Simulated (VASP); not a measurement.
# BiTe (R-3m) in VASP: further runs

One crystal, BiTe, is run at these levels: PBE, PBEsol; tasks: equation of state.

Program: VASP 6.6.1. These are calculated values, not measurements. Logs are shortened: lines on timing, memory, paths and dates and some standing lists are left out, and cuts for length are marked.

## 1. Starting point

It takes space group R-3m (No. 166, trigonal). The conventional cell has a = 4.845 Å, b = 4.845 Å, c = 9.952 Å, α = 90.00°, β = 90.00°, γ = 120.00°. Around Bi (site symmetry -3m) lie 6 Te at 3.25 Å. Te (site symmetry -3m) has 6 Bi at 3.25 Å as nearest neighbours.

The cell comes from a database or a generator and needn't be the stable form of this composition.

## 2. Equation of state, PBE, 31.70 Å³/atom (volume scaled by 0.94)

INCAR

```
PREC = Accurate ; ENCUT = 520
EDIFF = 1E-7 ; ISMEAR = -1
SIGMA = 0.05 ; LREAL = F
LASPH = T ; NELM = 80
ALGO = Normal ; ISIF = 2
LWAVE = F ; LCHARG = F
GGA = PE ; NBANDS = 18
```

KPOINTS

```
Automatic mesh
0
Gamma
  7 7 7
```

POSCAR

```
BiTe
1.0
    2.3732508797      1.3701970343      3.2495731172
   -2.3732508797      1.3701970343      3.2495731172
    0.0000000000     -2.7403940685      3.2495731172
Bi Te
1 1
Direct
    0.5000000000      0.5000000000      0.5000000000
    0.0000000000      0.0000000000      0.0000000000
```

Potentials or basis: VASP PAW PBE potentials, release 64 (Bi_d, Te).

The run is started by

```sh
$ cat potpaw_PBE.64/Bi_d/POTCAR potpaw_PBE.64/Te/POTCAR > POTCAR
$ mpirun -np 1 vasp_std > vasp.out
```

OUTCAR:

```text
PREC = Accurate
   ENCUT = 520
   EDIFF = 1E-7
   ISMEAR = -1
   LREAL = F
   LASPH = T
   NELM = 80
   ISIF = 2
   GGA = PE

 ion  position               nearest neighbor table
   1  0.500  0.500  0.500-   2 3.19   2 3.19   2 3.19   2 3.19   2 3.19   2 3.19
   2  0.000  0.000  0.000-   1 3.19   1 3.19   1 3.19   1 3.19   1 3.19   1 3.19

  LATTYP: Found a trigonal (rhomboedric) cell.
 ALAT       =     4.2508216964
 COS(alpha) =     0.3765932224

  Lattice vectors:

 A1 = (   2.3732508797,   1.3701970343,   3.2495731172)
 A2 = (  -2.3732508797,   1.3701970343,   3.2495731172)
 A3 = (   0.0000000000,  -2.7403940685,   3.2495731172)

Analysis of symmetry for initial positions (statically):
=====================================================================
 Subroutine PRICEL returns:
 Original cell was already a primitive cell.

 Routine SETGRP: Setting up the symmetry group for a
 trigonal (rhombohedral) supercell.

 Subroutine GETGRP returns: Found 12 space group operations
 (whereof 12 operations were pure point group operations)
 out of a pool of 12 trial point group operations.

The static configuration has the point symmetry D_3d.

Analysis of symmetry for dynamics (positions and initial velocities):
=====================================================================
 Subroutine PRICEL returns:
 Original cell was already a primitive cell.

 Routine SETGRP: Setting up the symmetry group for a
 trigonal (rhombohedral) supercell.

 Subroutine GETGRP returns: Found 12 space group operations
 (whereof 12 operations were pure point group operations)
 out of a pool of 12 trial point group operations.

The dynamic configuration has the point symmetry D_3d.

 Subroutine INISYM returns: Found 12 space group operations
 (whereof 12 operations are pure point group operations),
 and found     1 'primitive' translations

----------------------------------------------------------------------------------------

                                     Primitive cell

  volume of cell :      63.4022

  direct lattice vectors                    reciprocal lattice vectors
     2.373250880  1.370197034  3.249573117     0.210681477  0.121637007  0.102577576
    -2.373250880  1.370197034  3.249573117    -0.210681477  0.121637007  0.102577576
     0.000000000 -2.740394069  3.249573117     0.000000000 -0.243274015  0.102577576

  length of vectors
     4.250821696  4.250821696  4.250821696     0.264015919  0.264015919  0.264015919

  position of ions in fractional coordinates (direct lattice)
     0.500000000  0.500000000  0.500000000
     0.000000000  0.000000000  0.000000000

  ion indices of the primitive-cell ions
   primitive index   ion index
                 1           1
                 2           2

----------------------------------------------------------------------------------------

 KPOINTS: Automatic mesh

Automatic generation of k-mesh.
 Grid dimensions read from file:
 generate k-points for:    7    7    7

 Generating k-lattice:

  Cartesian coordinates                     Fractional coordinates (reciprocal lattice)
     0.030097354  0.017376715  0.014653939     0.142857143  0.000000000  0.000000000
    -0.030097354  0.017376715  0.014653939     0.000000000  0.142857143  0.000000000
     0.000000000 -0.034753431  0.014653939     0.000000000  0.000000000  0.142857143

  Length of vectors
     0.037716560  0.037716560  0.037716560

  Shift w.r.t. Gamma in fractional coordinates (k-lattice)
     0.000000000  0.000000000  0.000000000

 Subroutine IBZKPT returns following result:
 ===========================================

 Found     44 irreducible k-points:

 Following reciprocal coordinates:
            Coordinates               Weight
  0.000000  0.000000  0.000000      1.000000
  0.142857  0.000000 -0.000000      6.000000
  0.285714  0.000000 -0.000000      6.000000
  0.428571 -0.000000 -0.000000      6.000000
  0.142857  0.142857 -0.000000      6.000000
  0.285714  0.142857  0.000000     12.000000
[... 36 lines left out ...]
  0.428571  0.428571  0.428571      2.000000
 -0.428571  0.428571  0.428571      6.000000
   k-points           NKPTS =     44   k-points in BZ     NKDIM =     44   number of bands    NBANDS=     18
   number of dos      NEDOS =    301   number of ions     NIONS =      2
   total plane-waves  NPLWV =  32768
   dimension x,y,z NGX =    32 NGY =   32 NGZ =   32
   dimension x,y,z NGXF=    64 NGYF=   64 NGZF=   64
   ions per type =               1   1
   NGX,Y,Z   is equivalent  to a cutoff of  12.51, 12.51, 12.51 a.u.
   NGXF,Y,Z  is equivalent  to a cutoff of  25.03, 25.03, 25.03 a.u.
 SYSTEM =  unknown system
   PREC   = accura    normal or accurate (medium, high low for compatibility)
   ISTART =      0    job   : 0-new  1-cont  2-samecut
   ICHARG =      2    charge: 1-file 2-atom 10-const
   ISPIN  =      1    spin polarized calculation?
   LNONCOLLINEAR =      F non collinear calculations
   LSORBIT =      F    spin-orbit coupling
   LASPH  =      T    aspherical Exc in radial PAW
   ENCUT  =  520.0 eV  38.22 Ry    6.18 a.u.   7.90  7.90  7.90*2*pi/ulx,y,z
   NELM   =     80;   NELMIN=  2; NELMDL= -5     # of ELM steps
   EDIFF  = 0.1E-06   stopping-criterion for ELM
   LREAL  =      F    real-space projection
[... 11 lines left out ...]
   EMIN   =  10.00;   EMAX   =-10.00  energy-range for DOS
   EFERMI =   0.00;   METHOD = LEGACY
   ISMEAR =    -1;   SIGMA  =   0.05  broadening in eV -4-tet -1-fermi 0-gaus
   EFERMI_NEDOS =   21; number of points for ismear=-14 and -15
   IALGO  =     38    algorithm
   IMIX   =      4    mixing-type and parameters
     AMIX     =   0.40;   BMIX     =  1.00
     AMIX_MAG =   1.60;   BMIX_MAG =  1.00
  volume/ion in A,a.u.               =      31.70       213.93
  Fermi-wavevector in a.u.,A,eV,Ry     =   1.132696  2.140484 17.456263  1.282999
  Thomas-Fermi vector in A             =   2.269397
   LORBIT       =      0    0 simple, 1 ext, 2 COOP (PROOUT), +10 PAW based schemes
   GGA     = PE    functional components
   LHFCALC =     F    Hartree Fock is set to
   AEXX    =    0.0000 exact exchange contribution
   IVDW    =     0    specifies the selected vdW correction
   LEPSILON=     F    determine dielectric tensor
   LRPA    =     F    only Hartree local field effects (RPA)
 non-spin polarized calculation
  energy-cutoff  :      520.00
  volume of cell :       63.40
 maximum number of plane-waves:      1728
   NGX = 15   NGY = 15   NGZ = 15

 number of electron      21.0000009 magnetization

 Free energy of the ion-electron system (eV)
  ---------------------------------------------------
  ext. energy  EPLUGINS =         0.00000000
  ---------------------------------------------------
  free energy    TOTEN  =        -7.12976406 eV

  energy without entropy =       -7.11717023  energy(sigma->0) =       -7.12346714

 E-fermi :   7.4628     XC(G=0):  -9.7563

 val. band max:        7.4474889905   @ k =   0.2857   0.2857   0.2857
 cond. band min:       7.4770350052   @ k =  -0.4286   0.2857   0.2857
 fundamental gap:      0.0295460147
 Fermi energy:         7.4627615627

 k-point     1 :       0.0000    0.0000    0.0000
  band No.  band energies     occupation
      1     -15.8246      2.00000
      2     -15.8246      2.00000
      3     -15.8092      2.00000
      4     -15.8092      2.00000
      5     -15.7884      2.00000
      6      -6.4801      2.00000
[... 10 lines left out ...]
     17      14.1783      0.00000
     18      14.3382      0.00000

 k-point     2 :       0.1429    0.0000   -0.0000
  band No.  band energies     occupation
      1     -15.8246      2.00000
      2     -15.8241      2.00000
      3     -15.8105      2.00000
      4     -15.8074      2.00000
      5     -15.7879      2.00000
      6      -6.2922      2.00000
[... 10 lines left out ...]
     17      15.0087      0.00000
     18      15.2613      0.00000

 k-point     3 :       0.2857    0.0000   -0.0000
  band No.  band energies     occupation
      1     -15.8251      2.00000
      2     -15.8236      2.00000
      3     -15.8129      2.00000
      4     -15.8036      2.00000
      5     -15.7859      2.00000
      6      -5.7366      2.00000
[... 10 lines left out ...]
     17      16.4432      0.00000
     18      17.1927      0.00000

 k-point     4 :       0.4286   -0.0000   -0.0000
  band No.  band energies     occupation
      1     -15.8258      2.00000
      2     -15.8242      2.00000
      3     -15.8139      2.00000
      4     -15.8014      2.00000
      5     -15.7832      2.00000
      6      -4.8473      2.00000
[... 10 lines left out ...]
     17      15.9573      0.00000
     18      17.3926      0.00000

 k-point     5 :       0.1429    0.1429   -0.0000
  band No.  band energies     occupation
      1     -15.8260      2.00000
      2     -15.8234      2.00000
      3     -15.8103      2.00000
      4     -15.8056      2.00000
      5     -15.7881      2.00000
      6      -6.2154      2.00000
[... 10 lines left out ...]
     17      14.4448      0.00000
     18      14.6519      0.00000

 k-point     6 :       0.2857    0.1429    0.0000
  band No.  band energies     occupation
      1     -15.8275      2.00000
      2     -15.8230      2.00000
      3     -15.8117      2.00000
      4     -15.8016      2.00000
      5     -15.7866      2.00000
      6      -5.7770      2.00000
[... 643 lines left out ...]
 k-point    37 :      -0.4286    0.2857    0.2857
  band No.  band energies     occupation
      1     -15.8315      2.00000
      2     -15.8281      2.00000
      3     -15.7992      2.00000
      4     -15.7955      2.00000
      5     -15.7880      2.00000
      6      -4.3852      2.00000
[... 10 lines left out ...]
     17      16.7517      0.00000
     18      19.1889      0.00000

 k-point    38 :      -0.2857    0.2857    0.2857
  band No.  band energies     occupation
      1     -15.8331      2.00000
      2     -15.8236      2.00000
      3     -15.8015      2.00000
      4     -15.7986      2.00000
      5     -15.7870      2.00000
      6      -4.2235      2.00000
[... 10 lines left out ...]
     17      17.2290      0.00000
     18      17.6395      0.00000

 k-point    39 :       0.4286    0.4286    0.2857
  band No.  band energies     occupation
      1     -15.8337      2.00000
      2     -15.8292      2.00000
      3     -15.7982      2.00000
      4     -15.7902      2.00000
      5     -15.7896      2.00000
      6      -4.7707      2.00000
[... 10 lines left out ...]
     17      17.6331      0.00000
     18      18.5084      0.00000

 k-point    40 :      -0.4286    0.4286    0.2857
  band No.  band energies     occupation
      1     -15.8344      2.00000
      2     -15.8282      2.00000
      3     -15.7987      2.00000
      4     -15.7908      2.00000
      5     -15.7885      2.00000
      6      -4.2372      2.00000
[... 10 lines left out ...]
     17      17.7082      0.00000
     18      18.7201      0.00000

 [... further k-points ...]
[... 5 lines left out ...]
  --------------------------------------------------------------------------------------
  -------------------------------------------------------------------------------------
  Total        1.5562756      1.5562756      1.1162812      0.0000000      0.0000000      0.0000000
  in kB       39.3271846     39.3271846     28.2084985      0.0000000      0.0000000      0.0000000
  external PRESSURE =      35.6209559 kB  Pullay stress =       0.0000000 kB

 VOLUME and BASIS-vectors are now :
 -----------------------------------------------------------------------------
  energy-cutoff  :      520.00
  volume of cell :       63.40
      direct lattice vectors                 reciprocal lattice vectors
     2.373250880  1.370197034  3.249573117     0.210681477  0.121637007  0.102577576
    -2.373250880  1.370197034  3.249573117    -0.210681477  0.121637007  0.102577576
     0.000000000 -2.740394069  3.249573117     0.000000000 -0.243274015  0.102577576

 POSITION                                       TOTAL-FORCE (eV/Angst)
 -----------------------------------------------------------------------------------
      0.00000      0.00000      4.87436        -0.000000      0.000000      0.000000
      0.00000      0.00000      0.00000         0.000000     -0.000000     -0.000000
 -----------------------------------------------------------------------------------
    total drift:                               -0.000000      0.000000     -0.000000

  FREE ENERGIE OF THE ION-ELECTRON SYSTEM (eV)
  ---------------------------------------------------
  free  energy   TOTEN  =        -7.1297640596 eV

  energy  without entropy=       -7.1171702280  energy(sigma->0) =       -7.12346714
```

It took 23 s on 1 thread of Intel Xeon 6975P-C (Granite Rapids), shared host; peak memory 0.19 GiB.

What came out:

| Item | Value |
| --- | --- |
| Free energy | -7.1298 eV |
| Pressure | 3.6 GPa |
| Band gap on the k mesh | none (metal or under the smearing width) |

Caveat: spin-orbit coupling is left out, which moves the levels of the heavy elements.

## 3. Equation of state, PBE, 32.38 Å³/atom (volume scaled by 0.96)

INCAR

```
SYSTEM = BiTe
ALGO = Normal
EDIFF = 1E-7
ENCUT = 520
GGA = PE
ISIF = 2
ISMEAR = -1
LASPH = .TRUE.
LCHARG = .FALSE.
LREAL = .FALSE.
LWAVE = .FALSE.
NBANDS = 18
NELM = 60
PREC = Accurate
SIGMA = 0.05
```

KPOINTS

```
k-points
0
G
  7 7 7
  0 0 0
```

POSCAR

```
BiTe
1.0
    2.3899644647      1.3798466271      3.2724581889
   -2.3899644647      1.3798466271      3.2724581889
    0.0000000000     -2.7596932542      3.2724581889
Bi Te
1 1
Direct
    0.5000000000      0.5000000000      0.5000000000
    0.0000000000      0.0000000000      0.0000000000
```

Potentials or basis: VASP PAW PBE potentials, release 64 (Bi_d, Te).

The run is started by

```sh
$ cat potpaw_PBE.64/Bi_d/POTCAR potpaw_PBE.64/Te/POTCAR > POTCAR
$ mpirun -np 1 vasp_std > vasp.out
```

Run time: 23 s. Hardware: 1 thread of Intel Xeon 6975P-C (Granite Rapids), shared host; peak memory 0.19 GiB.

The run converged. Its results:

```yaml
Free_energy: -7.1546 eV
Pressure: 2.3 GPa
Band_gap_on_the_k_mesh: none (metal or under the smearing width)
```

Caveat: spin-orbit coupling is left out, which moves the levels of the heavy elements.

## 4. Equation of state, PBE, 33.05 Å³/atom (volume scaled by 0.98)

INCAR

```
ALGO = Normal
EDIFF = 1E-7
ENCUT = 520
GGA = PE
ISIF = 2
ISMEAR = -1
LASPH = T
LCHARG = F
LREAL = F
LWAVE = F
NBANDS = 18
NELM = 100
PREC = Accurate
SIGMA = 0.05
```

KPOINTS

```
k-points
0
Gamma
  7 7 7
```

POSCAR

```
BiTe
1.0
    2.4064474992      1.3893631114      3.2950275793
   -2.4064474992      1.3893631114      3.2950275793
    0.0000000000     -2.7787262229      3.2950275793
Bi Te
1 1
Direct
    0.5000000000      0.5000000000      0.5000000000
    0.0000000000      0.0000000000      0.0000000000
```

The run is started by

```sh
$ cat potpaw_PBE.64/Bi_d/POTCAR potpaw_PBE.64/Te/POTCAR > POTCAR
$ mpirun -np 1 vasp_std > vasp.out
```

Wall time 26 s (1 thread of Intel Xeon 6975P-C (Granite Rapids), shared host); peak memory 0.2 GiB.

The run converged. Its results:

- Free energy: -7.1692 eV
- Pressure: 1.1 GPa
- Band gap on the k mesh: none (metal or under the smearing width)

Caveat: spin-orbit coupling is left out, which moves the levels of the heavy elements.

## 5. Equation of state, PBE, 34.40 Å³/atom (volume scaled by 1.02)

INCAR

```
PREC = Accurate
ENCUT = 520
EDIFF = 1E-7
ISMEAR = -1
SIGMA = 0.05
LREAL = F
LASPH = T
NELM = 100
ALGO = Normal
ISIF = 2
LWAVE = F
LCHARG = F
GGA = PE
NBANDS = 18
```

KPOINTS

```
Automatic mesh
0
Gamma
  7 7 7
```

POSCAR

```
BiTe
1.0
    2.4387526627      1.4080145063      3.3392614156
   -2.4387526627      1.4080145063      3.3392614156
    0.0000000000     -2.8160290126      3.3392614156
Bi Te
1 1
Direct
    0.5000000000      0.5000000000      0.5000000000
    0.0000000000      0.0000000000      0.0000000000
```

The run is started by

```sh
$ cat potpaw_PBE.64/Bi_d/POTCAR potpaw_PBE.64/Te/POTCAR > POTCAR
$ mpirun -np 1 vasp_std > vasp.out
```

It took 20 s on 1 thread of Intel Xeon 6975P-C (Granite Rapids), shared host; peak memory 0.2 GiB.

Results (log left out):

| Item | Value |
| --- | --- |
| Free energy | -7.1719 eV |
| Pressure | -0.8 GPa |
| Band gap on the k mesh | none (metal or under the smearing width) |

Caveat: spin-orbit coupling is left out, which moves the levels of the heavy elements.

## 6. Equation of state, PBE, 35.07 Å³/atom (volume scaled by 1.04)

INCAR

```
  ALGO = Normal
  EDIFF = 1E-7
  ENCUT = 520
  GGA = PE
  ISIF = 2
  ISMEAR = -1
  LASPH = T
  LCHARG = F
  LREAL = F
  LWAVE = F
  NBANDS = 18
  NELM = 80
  PREC = Accurate
  SIGMA = 0.05
```

KPOINTS

```
k-points
0
Gamma
  7 7 7
```

POSCAR

```
BiTe
1.0
    2.4545891627      1.4171577139      3.3609455389
   -2.4545891627      1.4171577139      3.3609455389
    0.0000000000     -2.8343154277      3.3609455389
Bi Te
1 1
Direct
    0.5000000000      0.5000000000      0.5000000000
    0.0000000000      0.0000000000      0.0000000000
```

Potentials or basis: VASP PAW PBE potentials, release 64 (Bi_d, Te).

The run is started by

```sh
$ cat potpaw_PBE.64/Bi_d/POTCAR potpaw_PBE.64/Te/POTCAR > POTCAR
$ mpirun -np 1 vasp_std > vasp.out
```

Wall time 48 s (1 thread of Intel Xeon 6975P-C (Granite Rapids), shared host); peak memory 0.22 GiB.

The run converged. Its results:

```yaml
Free_energy: -7.1619 eV
Pressure: -1.6 GPa
Band_gap_on_the_k_mesh: none (metal or under the smearing width)
```

Caveat: spin-orbit coupling is left out, which moves the levels of the heavy elements.

## 7. Equation of state, PBE, 35.75 Å³/atom (volume scaled by 1.06)

INCAR

```
SYSTEM = BiTe
PREC     = Accurate       ! precision mode
ENCUT    = 520            ! plane-wave cutoff, eV
EDIFF    = 1E-7           ! SCF threshold, eV
ISMEAR   = -1             ! smearing method
SIGMA    = 0.05           ! smearing width, eV
LREAL    = .FALSE.        ! projectors in reciprocal space
LASPH    = .TRUE.         ! aspherical terms in the spheres
NELM     = 60             ! most SCF steps
ALGO     = Normal         ! electronic algorithm
ISIF     = 2              ! what is computed and relaxed
LWAVE    = .FALSE.        ! write WAVECAR
LCHARG   = .FALSE.        ! write CHGCAR
GGA      = PE             ! functional
NBANDS   = 18             ! bands
```

KPOINTS

```
regular mesh
0
G
  7 7 7
  0 0 0
```

POSCAR

```
BiTe
1.0
    2.4702239101      1.4261844395      3.3823534125
   -2.4702239101      1.4261844395      3.3823534125
    0.0000000000     -2.8523688790      3.3823534125
Bi Te
1 1
Direct
    0.5000000000      0.5000000000      0.5000000000
    0.0000000000      0.0000000000      0.0000000000
```

The run is started by

```sh
$ cat potpaw_PBE.64/Bi_d/POTCAR potpaw_PBE.64/Te/POTCAR > POTCAR
$ mpirun -np 1 vasp_std > vasp.out
```

It took 32 s on 1 thread of Intel Xeon 6975P-C (Granite Rapids), shared host; peak memory 0.21 GiB.

It converged, with:

```yaml
Free_energy: -7.1452 eV
Pressure: -2.4 GPa
Band_gap_on_the_k_mesh: none (metal or under the smearing width)
```

Caveat: spin-orbit coupling is left out, which moves the levels of the heavy elements.

## 8. Equation of state, PBE

Potentials or basis: VASP PAW PBE potentials, release 64 (Bi_d, Te).

This step only gathers the single runs of the series.

What came out:

```
Equilibrium volume                        : 33.83 Å³/atom
Bulk modulus at fixed shape and positions : 48 GPa
Pressure derivative of the bulk modulus   : 4.6
```

Energy against volume, from the lowest point:
```tsv
volume (Å³/atom)	energy (meV/atom)
31.701	22.44
32.376	10.02
33.050	2.73
33.725	0.00
34.399	1.37
35.074	6.39
35.748	14.70
```

Caveat: the cell was scaled at fixed shape and fractional positions, which overstates the stiffness of a crystal with free parameters, most of all of layers and chains; spin-orbit coupling is left out, which moves the levels of the heavy elements.

(Continued in part 2 of 2.)
